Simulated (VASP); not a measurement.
# BaTiO3 (P4mm) in VASP: notebook, part 2 of 2

VASP 6.6.1. The steps go on from the part before.

### Step 4. Single point, PBE

Contents of INCAR:

```
  ADDGRID = F
  ALGO = Normal
  EDIFF = 1E-7
  ENCUT = 460
  GGA = PE
  ISIF = 2
  ISMEAR = 0
  LASPH = T
  LCHARG = F
  LREAL = Auto
  LWAVE = F
  NELM = 100
  PREC = Accurate
  SIGMA = 0.05
```

Contents of KPOINTS:

```
k-points
0
Gamma
  5 5 5
```

Contents of POSCAR:

```
BaTiO3
1.0
    3.9998000000      0.0000000000      0.0000000000
    0.0000000000      3.9998000000      0.0000000000
    0.0000000000      0.0000000000      4.0180000000
Ba Ti O
1 1 3
Direct
    0.0000000000      0.0000000000      0.0000000000
    0.5000000000      0.5000000000      0.4900000000
    0.0000000000      0.5000000000      0.5170000000
    0.5000000000      0.0000000000      0.5170000000
    0.5000000000      0.5000000000      0.0190000000
```

Potentials or basis: VASP PAW PBE potentials, release 64 (Ba_sv, Ti_sv, O).

Command:

```sh
cat potpaw_PBE.64/Ba_sv/POTCAR potpaw_PBE.64/Ti_sv/POTCAR potpaw_PBE.64/O/POTCAR > POTCAR
mpirun -np 1 vasp_std > vasp.out
```

OUTCAR:

```text
EDIFF = 1E-7
   ENCUT = 460
   GGA = PE
   ISIF = 2
   ISMEAR = 0
   LASPH = T
   LREAL = Auto
   NELM = 100
   PREC = Accurate

 Found     18 irreducible k-points:

 Following reciprocal coordinates:
            Coordinates               Weight
  0.000000  0.000000  0.000000      1.000000
  0.200000  0.000000  0.000000      4.000000
  0.400000  0.000000  0.000000      4.000000
  0.200000  0.200000  0.000000      4.000000
  0.400000  0.200000  0.000000      8.000000
  0.400000  0.400000  0.000000      4.000000
   k-points           NKPTS =     18   k-points in BZ     NKDIM =     18   number of bands    NBANDS=     24
   number of dos      NEDOS =    301   number of ions     NIONS =      5
   total plane-waves  NPLWV =  21952
   dimension x,y,z NGX =    28 NGY =   28 NGZ =   28
   dimension x,y,z NGXF=    56 NGYF=   56 NGZF=   56
   ions per type =               1   1   3
   NGX,Y,Z   is equivalent  to a cutoff of  11.64, 11.64, 11.59 a.u.
   NGXF,Y,Z  is equivalent  to a cutoff of  23.28, 23.28, 23.17 a.u.
 SYSTEM =  unknown system
   PREC   = accura    normal or accurate (medium, high low for compatibility)
   ISTART =      0    job   : 0-new  1-cont  2-samecut
[... 58 lines left out ...]

 val. band max:        3.6865159084   @ k =   0.4000   0.4000   0.4000
 cond. band min:       5.6165490263   @ k =   0.0000   0.0000   0.0000
 fundamental gap:      1.9300331179
 Fermi energy:         4.0544842276

 k-point     1 :       0.0000    0.0000    0.0000
  band No.  band energies     occupation
      1     -52.7564      2.00000
      2     -28.9985      2.00000
      3     -28.9692      2.00000
      4     -28.9692      2.00000
      5     -21.0131      2.00000
      6     -13.0731      2.00000
[... 151 lines left out ...]
     23       7.6151      0.00000
     24       8.5394      0.00000

 [... further k-points ...]

------------------------ aborting loop because EDIFF is reached ----------------------------------------

  FORCE on cell =-STRESS in cart. coord.  units (eV):
  Direction    XX          YY          ZZ          XY          YZ          ZX
  --------------------------------------------------------------------------------------
  -------------------------------------------------------------------------------------
  Total        1.2396457      1.2396457      1.6445366      0.0000000      0.0000000      0.0000000
  in kB       30.8973808     30.8973808     40.9890295      0.0000000      0.0000000      0.0000000
  external PRESSURE =      34.2612637 kB  Pullay stress =       0.0000000 kB

 VOLUME and BASIS-vectors are now :
 -----------------------------------------------------------------------------
  energy-cutoff  :      460.00
  volume of cell :       64.28
      direct lattice vectors                 reciprocal lattice vectors
     3.999800000  0.000000000  0.000000000     0.250012501  0.000000000  0.000000000
     0.000000000  3.999800000  0.000000000     0.000000000  0.250012501  0.000000000
     0.000000000  0.000000000  4.018000000     0.000000000  0.000000000  0.248880040

 POSITION                                       TOTAL-FORCE (eV/Angst)
 -----------------------------------------------------------------------------------
      0.00000      0.00000      0.00000         0.000000     -0.000000      0.074482
      1.99990      1.99990      1.96882         0.000000      0.000000     -0.130725
      0.00000      1.99990      2.07731         0.000000     -0.000000     -0.112408
      1.99990      0.00000      2.07731         0.000000     -0.000000     -0.112408
      1.99990      1.99990      0.07634         0.000000     -0.000000      0.281058
 -----------------------------------------------------------------------------------
    total drift:                                0.000000      0.000000      0.001530

  FREE ENERGIE OF THE ION-ELECTRON SYSTEM (eV)
  ---------------------------------------------------
  free  energy   TOTEN  =       -39.9889668303 eV

  energy  without entropy=      -39.9889668303  energy(sigma->0) =      -39.98896683
```

stdout:

```text
POSCAR found type information on POSCAR BaTiO
 POSCAR found :  3 types and       5 ions
 scaLAPACK will be used
 -----------------------------------------------------------------------------
|                                                                             |
|                                                                             |
|     You have a (more or less) 'small supercell' and for smaller cells       |
|     it is recommended to use the reciprocal-space projection scheme!        |
|     The real-space optimization is not efficient for small cells and it     |
|     is also less accurate ...                                               |
|     Therefore, set LREAL=.FALSE. in the INCAR file.                         |
|                                                                             |
 -----------------------------------------------------------------------------

 LDA part: xc-table for (Slater+PW92), standard interpolation
 POSCAR, INCAR and KPOINTS ok, starting setup
 FFT: planning ... GRIDC
 FFT: planning ... GRID_SOFT
 FFT: planning ... GRID
 WAVECAR not read
 entering main loop
```

Run time: 36 s. Hardware: 1 thread of Intel Xeon 6975P-C (Granite Rapids), shared host; peak memory 0.17 GiB.

The run converged, but some of its settings lie outside the range that counts as converged, so its numbers aren't taken as properties of the crystal.

Results:

```
Free energy            : -39.9890 eV
Pressure               : 3.4 GPa
Largest force          : 0.281 eV/Å
Band gap on the k mesh : 1.93 eV, indirect (least direct gap 2.06 eV)
```

Caveat: the cutoff is under 1.25 times the usual one of these potentials, so pressure, stress and relaxed cells hold a basis-set (Pulay) error; spin-orbit coupling is left out, which moves the levels of the heavy elements; an odd mesh through Γ misses points on the zone boundary, where band edges often lie.

### Step 5. Single point, PBE

Contents of INCAR:

```
  ADDGRID = F
  ALGO = Normal
  EDIFF = 0.001
  ENCUT = 460
  GGA = PE
  ISIF = 2
  ISMEAR = 0
  LASPH = T
  LCHARG = F
  LREAL = F
  LWAVE = F
  NELM = 100
  PREC = Accurate
  SIGMA = 0.05
```

KPOINTS is that of step 4.

POSCAR is that of step 4.

Command:

```sh
cat potpaw_PBE.64/Ba_sv/POTCAR potpaw_PBE.64/Ti_sv/POTCAR potpaw_PBE.64/O/POTCAR > POTCAR
mpirun -np 1 vasp_std > vasp.out
```

Wall time 16 s (1 thread of Intel Xeon 6975P-C (Granite Rapids), shared host); peak memory 0.17 GiB.

The run converged, but some of its settings lie outside the range that counts as converged, so its numbers aren't taken as properties of the crystal.

Results:

* Free energy: -39.9891 eV
* Pressure: 2.4 GPa
* Largest force: 0.278 eV/Å
* Band gap on the k mesh: 1.94 eV, indirect (least direct gap 2.07 eV)

Caveat: the cutoff is under 1.25 times the usual one of these potentials, so pressure, stress and relaxed cells hold a basis-set (Pulay) error; spin-orbit coupling is left out, which moves the levels of the heavy elements; an odd mesh through Γ misses points on the zone boundary, where band edges often lie.

### Step 6. Single point, PBE

Changes to INCAR since step 5:

```diff
@@ -2,3 +2,3 @@
   ALGO = Normal
-  EDIFF = 0.001
+  EDIFF = 1E-5
   ENCUT = 460
```

KPOINTS is that of step 5.

POSCAR is that of step 5.

Potentials or basis: VASP PAW PBE potentials, release 64 (Ba_sv, Ti_sv, O).

Command:

```sh
cat potpaw_PBE.64/Ba_sv/POTCAR potpaw_PBE.64/Ti_sv/POTCAR potpaw_PBE.64/O/POTCAR > POTCAR
mpirun -np 1 vasp_std > vasp.out
```

OUTCAR:

```text
EDIFF = 1E-5
   ENCUT = 460
   GGA = PE
   ISIF = 2
   ISMEAR = 0
   LASPH = T
   LREAL = F
   NELM = 100
   PREC = Accurate

 Found     18 irreducible k-points:

 Following reciprocal coordinates:
            Coordinates               Weight
  0.000000  0.000000  0.000000      1.000000
  0.200000  0.000000  0.000000      4.000000
  0.400000  0.000000  0.000000      4.000000
[... 245 lines left out ...]
  Direction    XX          YY          ZZ          XY          YZ          ZX
  --------------------------------------------------------------------------------------
  -------------------------------------------------------------------------------------
  Total        1.2591712      1.2591712      1.6413194      0.0000000      0.0000000      0.0000000
  in kB       31.3840417     31.3840417     40.9088421      0.0000000      0.0000000      0.0000000
  external PRESSURE =      34.5589752 kB  Pullay stress =       0.0000000 kB

 VOLUME and BASIS-vectors are now :
 -----------------------------------------------------------------------------
  energy-cutoff  :      460.00
  volume of cell :       64.28
      direct lattice vectors                 reciprocal lattice vectors
     3.999800000  0.000000000  0.000000000     0.250012501  0.000000000  0.000000000
     0.000000000  3.999800000  0.000000000     0.000000000  0.250012501  0.000000000
     0.000000000  0.000000000  4.018000000     0.000000000  0.000000000  0.248880040

 POSITION                                       TOTAL-FORCE (eV/Angst)
 -----------------------------------------------------------------------------------
      0.00000      0.00000      0.00000        -0.000000      0.000000      0.074511
      1.99990      1.99990      1.96882        -0.000000     -0.000000     -0.132710
      0.00000      1.99990      2.07731         0.000000     -0.000000     -0.110977
      1.99990      0.00000      2.07731        -0.000000      0.000000     -0.110977
      1.99990      1.99990      0.07634        -0.000000      0.000000      0.280153
 -----------------------------------------------------------------------------------
    total drift:                                0.000000      0.000000      0.000855

  FREE ENERGIE OF THE ION-ELECTRON SYSTEM (eV)
  ---------------------------------------------------
  free  energy   TOTEN  =       -39.9890510983 eV

  energy  without entropy=      -39.9890510983  energy(sigma->0) =      -39.98905110
```

stdout:

```text
POSCAR found type information on POSCAR BaTiO
 POSCAR found :  3 types and       5 ions
 scaLAPACK will be used
 LDA part: xc-table for (Slater+PW92), standard interpolation
 POSCAR, INCAR and KPOINTS ok, starting setup
 FFT: planning ... GRIDC
 FFT: planning ... GRID_SOFT
 FFT: planning ... GRID
 WAVECAR not read
 entering main loop
```

Wall time 12 s (1 thread of Intel Xeon 6975P-C (Granite Rapids), shared host); peak memory 0.16 GiB.

The run converged, but some of its settings lie outside the range that counts as converged, so its numbers aren't taken as properties of the crystal.

What came out:

| Property | Result |
| --- | --- |
| Free energy | -39.9891 eV |
| Pressure | 3.5 GPa |
| Largest force | 0.280 eV/Å |
| Band gap on the k mesh | 1.93 eV, indirect (least direct gap 2.06 eV) |

Caveat: the cutoff is under 1.25 times the usual one of these potentials, so pressure, stress and relaxed cells hold a basis-set (Pulay) error; spin-orbit coupling is left out, which moves the levels of the heavy elements; an odd mesh through Γ misses points on the zone boundary, where band edges often lie.
